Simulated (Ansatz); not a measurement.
# GaP: the cost of one run

Computed with Ansatz 0.2.0 (DFT r2SCAN, scalar-relativistic, plane waves, PAW, unless a step's input says otherwise).

## Step 1: The structure to begin with

Symmetry: F-43m, No. 216, cubic system. The conventional cell has a = 5.451 Å, b = 5.451 Å, c = 5.451 Å, α = 90.00°, β = 90.00°, γ = 90.00°. Ga (site symmetry -43m) has 4 P at 2.36 Å in its first shell of neighbours. Around P (site symmetry -43m) lie 4 Ga at 2.36 Å.

Structure file:

```xyz
2
Lattice="0.0000 2.7252 2.7252 2.7252 0.0000 2.7252 2.7252 2.7252 0.0000" Properties=species:S:1:pos:R:3 pbc="T T T"
Ga    0.0000    0.0000    0.0000
P     4.0879    4.0879    4.0879
```

No relaxation comes first: the listed cell is the starting point.

## Step 2: Zero of energy

Reference values: F = -4550.4829 eV; pressure 0.04 GPa; largest force 0.000 eV/Å; gap on the mesh 1.89 eV. It was computed beforehand with the settings of the runs below.

## Step 3: Next: energy and stress against strain

The cell is strained by ε times the Voigt pattern (0, 0, 1, 0, 0, 0) (xx, yy, zz, yz, xz, xy; engineering shear), with fractional coordinates fixed (clamped ions). The stress on the pattern is the sum of the stress components weighted by it, tension positive.

## Step 4: ε = -0.1000

File input.yaml:

```yaml
crystal:
  lattice:
    - [0.0, 2.72525, 2.452725]
    - [2.72525, 0.0, 2.452725]
    - [2.72525, 2.72525, 0.0]
  atoms:
    - { symbol: Ga, position: [0.0, 0.0, 0.0] }
    - { symbol: P, position: [0.75, 0.75, 0.75] }
basis:
  ecutwfc: 500
kpoints:
  mp_grid: { grid: [8, 8, 8] }
hamiltonian:
  xc: r2scan
scf:
  occupations: { method: gaussian, width: 0.05 }
output:
  forces: true
  stress: true
  eigenvalues: true
```

Run with:

```sh
ansatz run input.yaml --threads 1 --pin off --max-ram 2560MiB --backend cpu --events-out ev --progress --plain --runs-dir out
```

**Question.** How long does this run take on 1 thread of Intel Xeon at 2.50GHz (Skylake/Cascade Lake), shared host, and how much memory does it need?

About 14 s, with a peak of 0.46 GiB.
